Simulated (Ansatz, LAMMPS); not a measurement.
# Elastic response of amorphous TiO2 (84 atoms): runs compared

Aim: relax amorphous TiO2 (84 atoms), then change its volume and shape to read moduli from the stress.

Computed with Ansatz 0.2.0: Kohn-Sham DFT, PBE, PAW (set soft_1), plane waves.

**1. The cell as built**

The cell holds 84 atoms: 28 Ti and 56 O. Its edges and angles: a = 10.489 Å, b = 10.489 Å, c = 10.489 Å, α = 90.0°, β = 90.0°, γ = 90.0°. 84 atoms (28 Ti, 56 O) placed at random at 3.55 g/cm³, melted at 5000 K for 10 ps at fixed volume with the Morse and Coulomb pair potential with partial charges (Pedone, Malavasi, Menziani, Cormack and Segre, J. Phys. Chem. B 110, 11780 (2006)). Quenched from 5000 K to 300 K at 10 K/ps and fixed volume, held 10 ps at zero pressure.

What the set-up can't give: The quench rate of 10 K/ps is many orders above laboratory rates, so the cell is likely richer in defects and strain than a real sample. The starting topology of bonds comes from the classical model, and needn't be the one that DFT or experiment would give. Only the Γ point is sampled.

**2. The reference run**

The reference is a single point at the end of the relaxation.

Every strained cell starts from the geometry of this run, and its atoms are relaxed with the cell held.

Its input, with most atom lines left out:

```yaml
crystal:
  lattice:
    - [10.29854, -0.08506, -0.33003]
    - [-0.08506, 11.03879, 0.26138]
    - [-0.33003, 0.26138, 10.06388]
  atoms:
    - { symbol: Ti, position: [0.19099, 0.13143, 0.17146] }
    - { symbol: Ti, position: [0.95299, 0.19062, 0.41373] }
    - { symbol: Ti, position: [0.90529, 0.98238, 0.68266] }
    - { symbol: Ti, position: [0.53036, 0.5649, 0.04851] }
    - { symbol: Ti, position: [0.66549, 0.30314, 0.46614] }
    - { symbol: Ti, position: [0.83833, 0.77084, 0.9688] }
    - { symbol: Ti, position: [0.37121, 0.37062, 0.23861] }
    [... atom lines 8 to 84 left out ...]
kpoints:
  mp_grid: { grid: [1, 1, 1] }
hamiltonian:
  xc: pbe
  pseudopotentials: { kind: paw, azcp: { folder: soft_1 } }
scf:
  occupations: { method: fixed }
output:
  forces: true
  stress: true
  populations: true
  dos:
    method: { smearing: { sigma: 0.15 } }
    de: 0.1
    projected: { site_lists: { O: [O], Ti: [Ti] } }
  eigenvalues: true
  write_density: true
  write_potential: true
  volumetric_format: npy
  elf: true
```

- free energy per atom: -1212.8188 eV/atom
- r.m.s. force component: 0.00813 eV/Å
- pressure: 0.006424 GPa

Filled and empty levels are parted by 2.88 eV (at Γ alone); a semilocal functional tends to put such gaps too low. In a disordered cell it changes from sample to sample, and tail or defect levels can set it.

**3. The runs**

Each row is one run, on 4 threads of Arm Neoverse V1, shared host. The free energy is the program's total, comparable only between runs with the same functional, potentials and atoms.

```
                                 run  atoms    outcome  ionic steps, all passes  free energy (eV)     time  host memory (GiB)
           Single point at the start     84  converged                        -       -101870.039     22 s                1.5
              Cell and atoms relaxed     84  converged                       24       -101876.778  6.1 min                1.5
Single point at the relaxed geometry     84  converged                        -       -101876.778     32 s                1.6
                         Volume -3 %     84  converged                        7       -101876.527  2.1 min                1.6
                         Volume +3 %     84  converged                        7       -101876.565  2.4 min                1.6
                         Volume -6 %     84  converged                        9       -101875.801  2.7 min                1.6
                         Volume +6 %     84  converged                       20       -101876.077  6.5 min                1.7
                        Volume -10 %     84  converged                       11       -101874.126  3.2 min                1.5
            Stretched by 1 % along x     84  converged                        3       -101876.733     58 s                1.6
           Compressed by 1 % along x     84  converged                        3       -101876.731     57 s                1.6
                Sheared by 2 % in xy     84  converged                        6       -101876.740  2.1 min                1.6
```

In some runs the program notes that the SCF threshold is loose for the stress.

**4. Pressure against volume**

Atoms are relaxed at each volume, in the scaled cell.

```
volume change (%)  volume (Å³/atom)  energy change (meV/atom)  pressure (GPa)  largest move on relaxing (Å)  bonds  gap (eV)
              -10            12.237                     31.57            6.96                          0.60    145                2.92
               -6            12.781                     11.63            4.55                          0.36    141                2.94
               -3            13.189                      2.99            2.32                          0.10    139                2.91
               +0            13.597                      0.00            0.01                             -    139                2.88
               +3            14.005                      2.53           -1.97                          0.10    139                2.85
               +6            14.413                      8.34           -2.30                          0.59    131                2.87
```

**5. Uniaxial strain and shear**

Stress (GPa, compression positive) less that of the relaxed cell, atoms relaxed:

```
                   strain      xx      yy      zz      xy  energy change (meV/atom)
 stretched by 1 % along x  -1.272  -0.520  -0.593  -0.072                      0.53
compressed by 1 % along x   1.354   0.588   0.627   0.070                      0.56
     sheared by 2 % in xy  -0.143  -0.137  -0.004  -0.502                      0.45
```

**6. Outcome**

The bulk modulus, from the slope of pressure against ln V over the three points nearest the relaxed volume, is 71.4 GPa; between neighbouring points the slope runs 55, 71, 76, 67 and 11 GPa from the smallest volume up, without a steady fall, so no pressure derivative is given. The count of bonds runs from 131 to 145 over the series, so at some points contacts cross the cutoffs. At -10 % and +6 % some atom moved by over 0.5 Å on relaxing, so those points may sit in another local minimum. The gap goes from 2.92 eV at the smallest volume to 2.87 eV at the largest, -0.5 eV per unit of ln V by a straight line, not monotonically (lowest 2.85, highest 2.94 eV), on the run's k-points. In the Cartesian axes of the cell, finite differences give C11 = 131, C12 = 55.4, C13 = 61.0 and C66 = 25.1 GPa (the shear of 2 % is the engineering strain, εxy = 0.01). The mean of C11, C12 and C13, which equals the bulk modulus in a cubic or isotropic solid, is 82.6 GPa: it lies 16 % over the bulk modulus from the volumes. For an isotropic solid C66 would equal (C11 − C12)/2 = 37.9 GPa; so small a sample needn't be isotropic, and C66 rests on one shear. With the bulk modulus and C66 as K and G, Young's modulus would be about 67 GPa and Poisson's ratio 0.34.

Caveats: Strains are finite and relaxations stop at the force tolerance of the input, which can leave moduli too stiff; they are those of a static cell at zero temperature. Volumes are changed with the cell's shape held, so in an anisotropic solid the modulus lies over the one under free hydrostatic load. The program notes that the SCF threshold of the relaxations is loose for the stress.

The DFT runs together took 28 min of wall time.

[Logs are printed without paths, hosts, clocks, repeated set-up lines and the standing remarks that a program may print on its own settings, such as how far it seeks lower states.]

[Hosts, paths, dates, database ids (printed as entryN), source tags and the programs' standing remarks are cut or masked in the printed files.]
